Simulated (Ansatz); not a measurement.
# Te2Pt: further runs on the relaxed cell

Aim: for Te2Pt, relax it again with other functionals.

Computed with Ansatz 0.2.0 (DFT PBE+D3(BJ), scalar-relativistic, plane waves, PAW, unless a step's input says otherwise).

## Step 1: Starting point

It takes space group P-3m1 (No. 164, trigonal). The conventional cell has a = 4.053 Å, b = 4.053 Å, c = 5.091 Å, α = 90.00°, β = 90.00°, γ = 120.00°. Te (site symmetry 3m) has 3 Pt at 2.71 Å as nearest neighbours. Pt (site symmetry -3m) has 6 Te at 2.71 Å as nearest neighbours.

Coordinates:

```xyz
3
Lattice="4.0529 0.0000 0.0000 -2.0265 3.5099 0.0000 0.0000 0.0000 5.0909" Properties=species:S:1:pos:R:3 pbc="T T T"
Te    0.0000    2.3399    1.3600
Te    2.0265    1.1700    3.7309
Pt    0.0000    0.0000    0.0000
```

This cell was relaxed beforehand with the same method: volume 24.14 Å³/atom, gap on the mesh none (metal).

## Step 2: Relaxing with PBEsol

input.yaml reads:

```yaml
crystal:
  lattice:
    - [4.0529059724, 0.0, 0.0]
    - [-2.0264529862, 3.5099195313, 0.0]
    - [0.0, 0.0, 5.0909091834]
  atoms:
    - { symbol: Te, position: [0.3333333333, 0.6666666667, 0.2671519527] }
    - { symbol: Te, position: [0.6666666667, 0.3333333333, 0.7328480473] }
    - { symbol: Pt, position: [0.0, 0.0, 0.0] }
basis:
  ecutwfc: 420
kpoints:
  mp_grid: { grid: [12, 12, 8] }
hamiltonian:
  xc: pbesol
scf:
  occupations: { method: gaussian, width: 0.1 }
output:
  forces: true
  stress: true
  eigenvalues: true
relax:
  adjacent_minimum: "off"
  f_tol: 0.005
  max_steps: 50
  cell: { stress_tol: 0.05 }
```

Command:

```console
$ ansatz run input.yaml --threads 1 --pin off --max-ram 2560MiB --backend cpu --events-out ev --progress --plain --runs-dir out
```

## Step 3: Relaxing with PBE

Changes to input.yaml since step 2:

```diff
@@ -14,3 +14,3 @@
 hamiltonian:
-  xc: pbesol
+  xc: pbe
 scf:
```

## Step 4: Relaxing with LDA

Changes to input.yaml since step 3:

```diff
@@ -14,3 +14,3 @@
 hamiltonian:
-  xc: pbe
+  xc: lda
 scf:
```

(Steps that only read results are left out.)

**Question.** What will these runs give?

**Answer**, as computed:

The volumes rise in the order LDA, PBE+D3(BJ), PBEsol, PBE, over 9.5 %. PBEsol comes nearest to the reported cell (-0.7 %), which holds thermal expansion that these runs lack. Spin-orbit coupling is left out for Pt, Te.
